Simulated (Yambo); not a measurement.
# PbS (Galena) in Yambo: convergence with bands in self energy

PbS (Galena):

```
CELL_PARAMETERS angstrom
0.00000 2.96575 2.96575
2.96575 0.00000 2.96575
2.96575 2.96575 0.00000
ATOMIC_POSITIONS crystal
Pb 0.00000 0.00000 0.00000
S 0.50000 0.50000 0.50000
```

```yaml
Program: Yambo 5.3.0
Task: G0W0 quasiparticle levels
Functional: PBE
Potentials_or_basis: PseudoDojo 0.4.1 SR PBE standard
Cutoff: 762 eV
Density_cutoff: 3048 eV
k_mesh: 6 × 6 × 6
Occupations: fixed
Spin: no spin polarisation
k_mesh_of_the_self-consistent_run: 8 × 8 × 8
Random_integration_of_the_Coulomb_term: yes
Direction_of_the_field_or_of_q_to_0: x + y + z
Broadening: 0.1 eV
States_corrected: Γ and the k points of the band edges
Frequency_dependence_of_W: plasmon pole
Terminator_of_the_band_sum_in_the_self-energy: none
Quasiparticle_equation: linearised (Newton)
Imaginary_frequency_of_the_plasmon-pole_fit: 27.2114 eV
Bands_in_the_response: 110
Bands_in_the_self-energy: 15
Cutoff_of_the_response_matrix: 5 Ry
Cutoff_of_exchange_and_Vxc: 56 Ry
Bands_corrected_first_last: "[10, 12]"
```

These are the settings of the first run; the series varies bands in self energy, with any setting tied to it.

```
bands in self energy  quasiparticle gap at the points computed (eV)
                  15                                          0.034
                  20                                          0.145
                  30                                          0.227
                  50                                          0.307
                 110                                          0.368
```

Not settled before the last step: the quasiparticle gap at the points computed (to 0.05 eV). The tightest run that finished is the yardstick and may itself not be fully converged.

Caveat, for the tightest run too: the potentials hold a filled d shell without the s and p states of that shell, which can shift GW gaps by tenths of an eV, either way; this version prints the column dSc/dw multiplied by 27.2; spin-orbit coupling is left out, which as a rule narrows the gap of such compounds by several tenths of an eV.
